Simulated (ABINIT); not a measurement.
# AlN in ABINIT: the effect of functional

Crystal: AlN.

```
Al N
1.0
     0.00000    2.03452    2.03452
     2.03452    0.00000    2.03452
     2.03452    2.03452    0.00000
Al N
1 1
Direct
  0.50000 0.50000 0.50000
  0.00000 0.00000 0.00000
```

Measurements of this composition are mostly on another form, of space group No. 186.

Alike in all runs:

- Program: ABINIT 10.8.3 (patched build)
- Task: band structure
- Potentials or basis: JTH PAW PBE v2.0
- Cutoff: 844 eV
- k mesh: 11 × 11 × 11
- Occupations: fermi-dirac, width 0.05 eV
- Spin: no spin polarisation

```csv
functional,gap on the mesh (eV)
LDA,4.38
PBEsol,4.48
BLYP,4.60
AM05,4.52
r2SCAN,5.34
SCAN,?
TB-mBJ,5.71
```

Q: What does the run with functional SCAN give?

A: gap on the mesh 5.25 eV.

Caveats: the mesh misses the band edges, which the band path finds closer together; the constant c of TB-mBJ comes from the pseudo density here, which moves gaps by up to 0.3 eV between sets of potentials (some runs).
